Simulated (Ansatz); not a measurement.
# BaO: optical spectrum from first principles

Aim: the dielectric function of BaO, and the optical constants that follow from it. The cell comes from an older database entry, whose edges can differ from later determinations, mostly by under a per cent.

Program: Ansatz 0.2.0. Level of theory: DFT, PBE, plane-wave PAW, default files, scalar-relativistic, independent-particle optical response without local fields. Results are calculated unless marked as measured.

The database entry behind the starting cell differs from later determinations by our own check (about 0.7 % short), so it need not match the best structure at ambient conditions.

**1. The structure**

It takes space group Fm-3m (No. 225, cubic). The conventional cell has a = 5.500 Å, b = 5.500 Å, c = 5.500 Å, α = 90.00°, β = 90.00°, γ = 90.00°. Ba has 6 O at 2.75 Å nearest. Nearest to O lie 6 Ba at 2.75 Å. Farther neighbours and most contacts between anions are not listed.

**2. Ground state and bands**

The self-consistent density comes first; it also tells whether there is a gap, which decides the occupations and the need for a Drude term.

This step: DFT, PBE, plane-wave PAW, default files, scalar-relativistic, ground state (Ansatz 0.2.0).

Contents of input.yaml:

```yaml
crystal:
  lattice:
    - [0.0, 2.75, 2.75]
    - [2.75, 0.0, 2.75]
    - [2.75, 2.75, 0.0]
  atoms:
    - { symbol: Ba, position: [0.0, 0.0, 0.0] }
    - { symbol: O, position: [0.5, 0.5, 0.5] }
kpoints:
  mp_grid: { grid: [7, 7, 7] }
  band_path:
    path:
      - [[0.0, 0.0, 0.0], [0.5, 0.0, 0.5], [0.5, 0.25, 0.75], [0.375, 0.375, 0.75], [0.0, 0.0, 0.0], [0.5, 0.5, 0.5], [0.625, 0.25, 0.625], [0.5, 0.25, 0.75], [0.5, 0.5, 0.5], [0.375, 0.375, 0.75]]
      - [[0.625, 0.25, 0.625], [0.5, 0.0, 0.5]]
    npoints: 6
scf:
  occupations: { method: fermi_dirac, width: 0.05 }
  n_extra_bands: 6
hamiltonian:
  xc: pbe
  pseudopotentials: { kind: paw }
output:
  forces: true
  stress: true
  populations: true
  write_bands: true
  write_density: true
  write_potential: true
  elf: true
  volumetric_format: npy
```

The run is started by

```console
ansatz run input.yaml --threads 4 --pin off --max-ram 8192MiB --backend cpu --events-out ev --progress --plain --runs-dir out
```

Numbers of over 12 decimals in the logs are rounded to 6 here.

Output:

```text
scf.n_extra_bands = 6 over 8 filled bands (N_el = 16.0): the run solves 14 bands
Engine: ansatz 0.2.0, x86_64-unknown-linux-gnu
Pseudopotentials: kind: paw
Pseudopotential: Ba, paw, valence charge 10, recommended cutoff 420 eV (normal), Ba.paw.azcp
Pseudopotential: O, paw, valence charge 6, recommended cutoff 420 eV (normal), O.paw.azcp
Functional definition: PBE
  parameter kappa = 0.804
  parameter beta = 0.066725
  exchange = pbe_x(kappa = kappa, mu = beta*pi^2/3)
  correlation = pbe_c(beta = beta)
Crystal: 2 atoms, lattice volume = 41.594 Å³
Basis set: ecut = 420 eV, 869 PW (Γ), exchange–correlation on 54×54×54 points (8 copies of the dense FFT grid, shifted against one another)
Bands: 14, of which v1, the nominal top of the filled ones, is band 8 counted from 1 (7 counted from 0)
Symmetry: 48 space group operations
Space group: Fm-3m (ITA 225), of the structure as read, at distance tolerance 3.5e-5 Å
k-points: 20 of 343
Non-local potential: Ba, projectors of the file, l = 0: 3, l = 1: 2, l = 2: 2, l = 3: 2
Non-local potential: O, projectors of the file, l = 0: 2, l = 1: 2, l = 2: 1
PAW form: soft (Blöchl's): semilocal exchange-correlation on the pseudo side does not see the compensation charge
PAW one-centre angular grid: Ba, 194 points (default); XC on 64 Gauss nodes
PAW one-centre angular grid: O, 110 points (default); XC on 64 Gauss nodes
Initial density: superposition of atomic densities (neutral atoms: chi_scale 0, normalization atom), corrected by the library's trained network
Initial wavefunctions: pseudopotential atomic-orbital guess
Functional: x = pbe(κ = 0.804, μ = 0.219515), c = pbe(β = 0.066725)
SCF iter   1: F=—  HF=-6519.530501 eV  |F-HF|=—  |Δ(HF+E_count)|=         —  Δρ=6.02e-4  dr2=6.28e-5  ethr=1.77e-3  ⟨swp⟩=8.0  Hψ=2140  notcnv=0  defer=2
preconditioner: auto → none  [insulator: Δε(μ)=2.089 eV  Ē_g=14.311 eV  σ=0.050 eV  W_gap=1.00  n_scr=14 (ndim 8)  ℏωp=21.5 eV  f_vac=0.000  D(μ)=0.00/eV (n_scr^D=0)  ε∞_Penn≈3.3]
SCF iter   2: F=—  HF=-6519.530935 eV  |F-HF|=—  |Δ(HF+E_count)|=   4.34e-4  Δρ=1.03e-3  dr2=5.36e-4  ethr=3.93e-7  ⟨swp⟩=2.0  Hψ=609  notcnv=0  defer=9
SCF iter   3: F=—  HF=-6519.530912 eV  |F-HF|=—  |Δ(HF+E_count)|=   2.33e-5  Δρ=6.63e-4  dr2=2.33e-4  ethr=3.93e-7  ⟨swp⟩=2.0  Hψ=303  notcnv=0  defer=10
SCF iter   4: F=—  HF=-6519.530912 eV  |F-HF|=—  |Δ(HF+E_count)|=   1.36e-7  Δρ=1.23e-4  dr2=3.41e-6  ethr=3.93e-7  ⟨swp⟩=2.0  Hψ=348  notcnv=0  defer=10
SCF iter   5: F=—  HF=-6519.530937 eV  |F-HF|=—  |Δ(HF+E_count)|=   2.51e-5  Δρ=2.53e-4  dr2=3.30e-5  ethr=2.13e-8  ⟨swp⟩=3.0  Hψ=462  notcnv=0  defer=10
SCF iter   6: F=—  HF=-6519.530931 eV  |F-HF|=—  |Δ(HF+E_count)|=   5.90e-6  Δρ=9.92e-5  dr2=5.07e-6  ethr=2.13e-8  ⟨swp⟩=2.0  Hψ=372  notcnv=0  defer=10
SCF iter   7: F=—  HF=-6519.530930 eV  |F-HF|=—  |Δ(HF+E_count)|=   1.03e-6  Δρ=1.75e-5  dr2=1.55e-7  ethr=2.13e-8  ⟨swp⟩=2.0  Hψ=301  notcnv=0  defer=10
SCF iter   8: F=-6519.530930 eV  HF=-6519.530930 eV  |F-HF|=1.05e-8  |Δ(HF+E_count)|=   2.98e-8  Δρ=4.80e-6  dr2=1.16e-8  ethr=6.25e-10  ⟨swp⟩=11.6  Hψ=2123  notcnv=0
SCF 1 converged in 8 iterations: F = -6519.530930 eV  dr2 = 1.16e-8
  greatest PAW one-centre occupation: 0.955 electrons in one spin orbital (limit 2), on the Ba atom at site 0 (counted from 0), in its partial waves of l = 0
NSCF: frozen V_eff on 62 k-points
SCF converged after 8 iterations
Free energy (F): -6519.530930 eV
Harris-Foulkes:  -6519.530930 eV  (|F-HF|=1.05e-8)
Internal energy: -6519.530930 eV  (E = F + TS)
E sigma→0 (E₀):  -6519.530930 eV
Fermi energy:    9.900286 eV
--- Per-component energies (eV) ---
  E_band       = -10.470683
  E_kinetic    = 345.765011
  E_local      = -552.962001  (includes V_loc(G=0)·N_el)
  E_nonlocal   = 105.124445
  E_hartree    = 197.718354
  E_xc         = -244.249258
  E_vxc        = -232.889677  (∫ρ·V_xc dr)
  E_paw        = -5383.494891  (= ΣΔE_a)
  E_vpaw       = -70.945308  (= ΣTr[D̂ρ^β])
  E_aug_tail   = 0.002401  (compensation charges beyond the density's cutoff)
  E_ewald      = -987.434990
  E_smearing   = -0.000000  (= −TS)
  E_closure    = 0.000000  (closes the sum)
  Σ components = -6519.530930   (vs F -6519.530930, Δ=0.00e0)
--- Forces (eV/Å), atoms counted from 1 ---
  atom   1  Ba    -0.00000000    -0.00000000     0.00000000
  atom   2  O      0.00000000    -0.00000000    -0.00000000
  max |Σ_I F_I| component: 2.54e-29 eV/Å
--- Stress (GPa, compression-positive) ---
        3.021084       0.000000       0.000000
       -0.000000       3.021084      -0.000000
        0.000000       0.000000       3.021084
  P = ⅓ Tr σ = 3.0211 GPa (30.211 kbar)
--- Band table (eV; the first three rows and the last of 20) ---
  k-point 0: bands = [... 4 lower, -1.4102, 8.3680, 8.3680, 8.3680, 12.5709, 13.6143, 13.6143, 13.6143, ... 2 higher]
  k-point 1: bands = [... 4 lower, -1.4343, 7.9794, 8.1344, 8.1344, 13.2473, 13.5074, 13.9612, 13.9612, ... 2 higher]
  k-point 2: bands = [... 4 lower, -1.4871, 7.3136, 7.6743, 7.6743, 13.3196, 14.8859, 14.8859, 15.2324, ... 2 higher]
  k-point 19: bands = [... 4 lower, -1.5325, 7.4678, 8.3750, 8.6632, 12.9951, 14.0689, 16.0347, 17.6748, ... 2 higher]
--- Löwdin populations: 2 sites ---
  site symbol       q [e]
     0     Ba      8.2969
     1      O      7.3407
  spilling = 0.022656 (of n_electrons = 16.000000)
```

The job ended after 0.45 s (4 threads of Intel Xeon 6975P-C (Granite Rapids), shared host; peak memory 0.34 GiB; 1.2 s of CPU time).

This step gave:

```
free energy                  : -6519.5309 eV
Fermi energy                 : 9.900 eV
gap by band count            : 2.106 eV
electrons                    : 16
symmetry operations          : 48
pressure                     : 3.021 GPa
gap on the k-mesh            : 2.106 eV
volume                       : 41.59 Å³
gap on the path              : 1.968 eV
least direct gap on the path : 1.968 eV
```

There is a gap, 1.97 eV on the path, so no carriers' term is needed. The cell is left with a pressure of 3.0 GPa, as it stands unrelaxed at this level.

The electronic bands at the labelled points (eV, zero at the Fermi level; v1 is the highest filled band, c1 the lowest empty one):

```
    point      v4     v3     v2     v1    c1    c2    c3    c4
        Γ  -11.31  -1.53  -1.53  -1.53  2.67  3.71  3.71  3.71
  halfway  -11.61  -2.45  -1.48  -1.48  1.92  4.34  5.82  5.82
        X  -11.93  -1.27  -1.27  -1.02  0.95  5.09  7.47  8.03
  halfway  -11.66  -1.90  -1.31  -1.10  1.69  5.59  5.82  8.21
        W  -11.39  -2.46  -1.25  -1.25  3.50  3.50  5.96  8.36
  halfway  -11.49  -2.32  -1.49  -1.20  2.65  4.64  6.03  7.86
        K  -11.76  -2.02  -1.85  -1.18  2.35  5.40  6.12  7.19
  halfway  -11.34  -2.66  -2.40  -1.54  3.22  4.70  4.71  5.90
        Γ  -11.31  -1.53  -1.53  -1.53  2.67  3.71  3.71  3.71
  halfway  -11.37  -2.43  -2.11  -2.11  3.35  4.72  4.72  4.88
        L  -11.43  -3.08  -2.59  -2.59  3.96  6.25  6.25  6.41
  halfway  -11.56  -2.62  -2.33  -1.98  3.72  4.78  6.43  7.15
        U  -11.76  -2.02  -1.85  -1.18  2.35  5.40  6.12  7.19
  halfway  -11.49  -2.32  -1.49  -1.20  2.65  4.64  6.03  7.86
        W  -11.39  -2.46  -1.25  -1.25  3.50  3.50  5.96  8.36
  halfway  -11.43  -2.64  -2.00  -1.94  3.81  4.33  6.72  6.97
        L  -11.43  -3.08  -2.59  -2.59  3.96  6.25  6.25  6.41
  halfway  -11.56  -2.62  -2.33  -1.98  3.72  4.78  6.43  7.15
        K  -11.76  -2.02  -1.85  -1.18  2.35  5.40  6.12  7.19
jump to U  -11.76  -2.02  -1.85  -1.18  2.35  5.40  6.12  7.19
  halfway  -11.89  -1.51  -1.45  -1.06  1.34  5.41  6.63  8.02
        X  -11.93  -1.27  -1.27  -1.02  0.95  5.09  7.47  8.03
```

The electronic bands as a text plot (rows in eV, shown from -9.0 to 6.0 only):

```
    5.7 |+   +      ++++   ++++   +    ++ +      ++    + +    ++
    5.1 |     +++++++   ++     +      ++   ++++++     +   ++++  +
    4.5 |  +++       + +  ++++++    +++          +   +
    3.8 |++++         +   +++  +++++++ ++++++      +++++++++
    3.2 | +           +      +++++ ++++      +    +         +
    2.6 |+ ++        + +++        +           ++++           +
    2.0 |    +      +                                         +
    1.3 |     +++ ++                                           +
    0.7 |        +                                              +
    0.1 |
   -0.6 |
   -1.2 |    ****************                 ******         ****
   -1.8 |**** **   *    **   **********     *****   **     *****
   -2.4 |  ***      ****  ******      ********* *************
   -3.1 |                              *****          *****
   -3.7 |
   -4.3 |
   -4.9 |
   -5.6 |
   -6.2 |
   -6.8 |
   -7.4 |
   -8.1 |
   -8.7 |
         Γ       X    W  K        Γ      L     U  W     L   K|U X
```

ELF in the ac plane of the conventional cell at fractional y = 0.000, with atoms of Ba and O within 0.2 Å of it. It is the smooth field of the valence electrons, not physical close to the nuclei.

Values, 15 rows by 15 columns, each cell a mean:
```
0.16 0.58 0.82 0.43 0.22 0.66 0.78 0.61 0.72 0.77 0.40 0.23 0.72 0.75 0.29
0.71 0.83 0.77 0.30 0.17 0.54 0.75 0.78 0.78 0.67 0.31 0.16 0.60 0.83 0.75
0.73 0.67 0.44 0.12 0.09 0.26 0.39 0.45 0.42 0.32 0.14 0.07 0.30 0.60 0.72
0.24 0.19 0.10 0.04 0.04 0.10 0.18 0.22 0.20 0.14 0.07 0.03 0.07 0.16 0.23
0.41 0.36 0.23 0.08 0.13 0.44 0.66 0.72 0.69 0.56 0.26 0.07 0.14 0.31 0.40
0.78 0.74 0.51 0.15 0.33 0.77 0.83 0.72 0.77 0.83 0.56 0.14 0.32 0.67 0.77
0.64 0.78 0.63 0.20 0.46 0.82 0.57 0.17 0.34 0.77 0.69 0.20 0.42 0.78 0.72
0.47 0.76 0.66 0.21 0.49 0.81 0.42 0.04 0.17 0.72 0.72 0.22 0.45 0.78 0.61
0.76 0.80 0.59 0.18 0.42 0.81 0.70 0.42 0.57 0.83 0.66 0.18 0.39 0.75 0.78
0.68 0.61 0.39 0.11 0.25 0.66 0.81 0.81 0.82 0.77 0.44 0.10 0.26 0.54 0.66
0.23 0.19 0.12 0.05 0.08 0.25 0.42 0.49 0.46 0.33 0.13 0.04 0.09 0.17 0.22
0.45 0.38 0.22 0.06 0.05 0.11 0.18 0.21 0.20 0.15 0.08 0.04 0.12 0.30 0.43
0.81 0.80 0.63 0.22 0.12 0.39 0.59 0.66 0.63 0.51 0.23 0.10 0.44 0.77 0.82
0.46 0.73 0.80 0.38 0.19 0.61 0.80 0.76 0.78 0.74 0.36 0.19 0.67 0.83 0.58
0.06 0.46 0.81 0.45 0.23 0.68 0.76 0.47 0.64 0.78 0.41 0.24 0.73 0.71 0.16
```

Electrostatic potential energy in the ac plane of the conventional cell at fractional y = 0.000, with atoms of Ba and O within 0.2 Å of it. With pseudopotentials it is smooth inside the atoms' cores, unlike the true potential.

Ten even steps from '0' (-35 eV) to '9' (13 eV), each cell a mean:
```
013799301798520
125899867999742
568999999999875
899999988999998
999998655789999
689985212479997
049973100258971
039973000158960
269974101269983
899986433589999
999998777899999
788999999999987
347899999999853
014899634899621
003798200698510
```

**3. Spectrum**

The spectrum is a sum over vertical transitions between filled and empty bands at the fixed density, so many empty bands are needed.

This step: DFT, PBE, plane-wave PAW, default files, scalar-relativistic, independent-particle optical response without local fields (Ansatz 0.2.0).

input.yaml, the sections that differ from step 2:

```yaml
kpoints:
  mp_grid: { grid: [7, 7, 7] }
scf:
  occupations: { method: fixed }
output:
  optics:
    e_range: [0, 22]
    de: 0.05
    sigma: 0.1
    nscf_kmesh: { grid: [12, 12, 12] }
    bands: { spectra_wanted_up_to: 22 }
# crystal, hamiltonian: as in step 2
```

Output:

```text
[...]
Crystal: 2 atoms, lattice volume = 41.594 Å³
Basis set: ecut = 420 eV, 869 PW (Γ)
Bands: 12, of which v1, the nominal top of the filled ones, is band 8 counted from 1 (7 counted from 0)
Symmetry: 48 space group operations
[...]
k-points: 20 of 343
[...]
SCF iter   1: F=—  HF=-6519.530530 eV  |F-HF|=—  |Δ(HF+E_count)|=         —  Δρ=5.21e-4  dr2=3.23e-5  ethr=1.77e-3  ⟨swp⟩=4.9  Hψ=1414  notcnv=0  defer=33
[...]
SCF iter  10: F=-6519.530940 eV  HF=-6519.530940 eV  |F-HF|=9.09e-13  |Δ(HF+E_count)|=  5.55e-11  Δρ=2.49e-8  dr2=2.66e-13  ethr=1.00e-12  ⟨swp⟩=4.3  Hψ=1339  notcnv=0
SCF 1 converged in 10 iterations: F = -6519.530940 eV  dr2 = 2.66e-13
[...]
NSCF: frozen V_eff on 72 k-points
[...]
output.optics: what the bands over the 31 summed would add to eps1, eps2 and the energy-loss function is held between a lower and an upper bound (8 Lanczos steps). eps1, eps2 and their loss function (loss_summed_bands) are given on every row as the summed bands alone make them. Along an axis, on a row where the two bounds hold the loss function to about 1 % of the greater of itself and 0.5 % of |1/eps|, its cell (loss_completed) is given, with the completed eps1 and eps2 that it is formed of (a cell that is left empty reads nan in the table and null in the record). The two bounds hold it so along every axis on all 441 rows up to 22.000 eV. [rest of the remark cut]
SCF converged after 10 iterations
Free energy (F): -6519.530940 eV
[...]
Internal energy: -6519.530940 eV  (E = F + TS)
E sigma→0 (E₀):  -6519.530940 eV
Fermi energy:    8.827352 eV
[...]
--- Band table (eV; the first three rows and the last of 20) ---
  k-point 0: bands = [... 4 lower, -1.4102, 8.3681, 8.3681, 8.3681, 12.5709, 13.6143, 13.6143, 13.6143]
  k-point 1: bands = [... 4 lower, -1.4343, 7.9795, 8.1345, 8.1345, 13.2473, 13.5075, 13.9613, 13.9613]
  k-point 2: bands = [... 4 lower, -1.4871, 7.3137, 7.6744, 7.6744, 13.3196, 14.8859, 14.8859, 15.2325]
  k-point 19: bands = [... 4 lower, -1.5325, 7.4679, 8.3751, 8.6633, 12.9952, 14.0689, 16.0347, 17.6748]
```

Wall time 3.4 s (4 threads); peak memory 0.78 GiB.

This step gave:

| Quantity | Value |
| --- | --- |
| electronic dielectric constant ε∞, mean over x, y and z (by symmetry where fewer were run) | 4.401 |
| absorption onset, first axis (α over 10⁴ cm⁻¹, or the direct gap if that lies higher) | 2.239 eV |
| main peak of Im epsilon, first axis | 7.793 eV |
| centre of weight of the strongest loss peak in the window | 11.52 eV |
| photocurrent from vertical transitions in a film 500 nm thick on a perfect mirror (two passes), AM1.5G, no front reflection, all carriers collected | 10.21 mA/cm² |
| least direct gap on the mesh | 1.968 eV |
| bands summed | 31 |
| spectra valid up to | 26.04 eV |
| program's estimate of the k-sum error in Im epsilon | 0.21 % |
| electrons in the f-sum | 12.85 |

The Im ε, any direction has structure finer than the step of the table below, so its rows give means over 1 eV, whole bins alone (the curve runs from 0 to 22 eV). Peaks (eV: height): 6.5: 5.70, 7.8: 7.73, 10.5: 2.88, 14.7: 3.54, 18.4: 3.44, 21.2: 3.35.

The Im ε, any direction by photon energy; means over each step:

photon energy (eV), Im ε, any direction and a bar:
```
        1       0.00 
        2       0.14 #
        3       0.81 ####
        4       1.01 #####
        5       1.87 ##########
        6       3.46 ##################
        7       5.01 ##########################
        8       5.89 ##############################
        9       3.88 ####################
       10       2.30 ############
       11       1.81 #########
       12       0.55 ###
       13       0.84 ####
       14       2.78 ##############
       15       2.95 ###############
       16       2.41 ############
       17       2.52 #############
       18       2.97 ###############
       19       2.39 ############
       20       1.62 ########
       21       2.43 ############
```

The Re ε, any direction by photon energy:

```
photon energy (eV)  Re ε, any direction
               0.0                 4.40
               0.5                 4.42
               1.0                 4.49
               1.5                 4.62
               2.0                 4.91
               2.5                 5.18
               3.0                 4.97
               3.5                 4.99
               4.0                 5.21
               4.5                 5.58
               5.0                 5.63
               5.5                 5.82
               6.0                 6.10
               6.5                 5.28
               7.0                 4.02
               7.5                 3.99
               8.0                0.491
               8.5                0.824
               9.0               -0.605
               9.5               -0.188
              10.0                0.760
              10.5                0.498
              11.0               0.0391
              11.5                0.396
              12.0                0.717
              12.5                 1.75
              13.0                 3.16
              13.5                 3.62
              14.0                 2.24
              14.5                 2.19
              15.0                 1.11
              15.5                0.804
              16.0                 1.30
              16.5                 1.16
              17.0                0.603
              17.5                 1.06
              18.0                 1.05
              18.5               -0.112
              19.0               -0.902
              19.5               -0.198
              20.0               -0.497
              20.5                0.670
              21.0                0.397
              21.5                -1.44
              22.0                -1.41
```

Values under 1 per cm are given as 1. Table of absorption coefficient, any direction by photon energy:

```csv
photon energy (eV),"absorption coefficient, any direction (1/cm)"
0,1
1,1
2,6.27
3,56464
4,81255
5,1.9e5
6,3.7e5
7,6.7e5
8,1.3e6
9,1.4e6
10,8.5e5
11,1.0e6
12,4.0e5
13,3.1e5
14,1.1e6
15,1.4e6
16,1.3e6
17,1.7e6
18,1.9e6
19,2.5e6
20,2.0e6
21,2.0e6
22,2.8e6
```

The refractive index n and extinction k by photon energy:

```csv
photon energy (eV),n,k
0.0,2.10,0
0.5,2.10,0
1.0,2.12,0
1.5,2.15,0
2.0,2.22,3.1e-5
2.5,2.28,0.147
3.0,2.24,0.186
3.5,2.24,0.195
4.0,2.29,0.200
4.5,2.38,0.296
5.0,2.40,0.379
5.5,2.46,0.492
6.0,2.54,0.607
6.5,2.55,1.12
7.0,2.22,0.943
7.5,2.35,1.24
8.0,1.80,1.66
8.5,1.64,1.37
9.0,1.31,1.53
9.5,1.09,1.17
10.0,1.21,0.835
10.5,1.31,1.10
11.0,0.955,0.935
11.5,0.835,0.549
12.0,0.908,0.327
12.5,1.32,0.0464
13.0,1.79,0.233
13.5,1.97,0.521
14.0,1.69,0.777
14.5,1.75,0.926
15.0,1.40,0.928
15.5,1.32,0.975
16.0,1.39,0.792
16.5,1.45,0.973
17.0,1.24,0.972
17.5,1.35,0.870
18.0,1.45,1.02
18.5,1.29,1.33
19.0,0.874,1.29
19.5,0.966,1.06
20.0,0.710,1.00
20.5,1.13,0.774
21.0,1.14,0.952
21.5,0.722,1.40
22.0,0.452,1.27
```

The reflectivity at normal incidence, any direction has structure finer than the step of the table below, so its rows give means over 1 eV, whole bins alone (the curve runs from 0 to 22 eV). Peaks (eV: height): 7.8: 33.8, 10.7: 23.0, 14.7: 19.5, 19.0: 32.5, 19.9: 28.9.

Reflectivity at normal incidence, any direction against photon energy; means over each step:

```csv
photon energy (eV),"reflectivity at normal incidence, any direction (%)"
1,12.9
2,14.5
3,15.0
4,16.0
5,18.2
6,22.0
7,23.9
8,29.5
9,28.2
10,17.0
11,18.6
12,3.44
13,7.78
14,14.8
15,17.1
16,14.0
17,16.3
18,18.8
19,27.6
20,21.7
21,24.5
```

From ε follow the optical constants at some laser and lamp lines:

```
wavelength (nm)     n      k  R (%)        1/α
           1550  2.11  0.000   12.8  over 1 mm
           1064  2.13  0.000   13.0  over 1 mm
            800  2.15  0.000   13.4  over 1 mm
            633  2.21  0.000   14.2  over 1 mm
            365  2.24  0.194   14.9     150 nm
            308  2.30  0.201   15.8     122 nm
            193  2.66  1.013   26.2      15 nm
```

Rows near the edge hang on the gap, which this functional as a rule makes too small, and phonon-assisted absorption is left out.

Through 1 µm of it, D65 light comes out orange (x = 0.563, y = 0.426; 35 % transmitted). A larger true gap would move the edge to shorter wavelengths and change the colour.

The f-sum over the summed bands holds 12.9 of the cell's 16 electrons outside the frozen cores, 4 of which lie in bands more than 12 eV below the Fermi level, whose transitions come at higher energies. Up to 22 eV the strength has a mean oscillator energy of 10.6 eV, well above the main peak, so higher transitions carry much of it.

(Part 1 of 2 ends here.)

[Logs are printed without paths, hosts, clocks, repeated set-up lines and the standing remarks that a program may print on its own settings, such as how far it seeks lower states.]

[Hosts, paths, dates, database ids (printed as entryN), source tags and the programs' standing remarks are cut or masked in the printed files.]
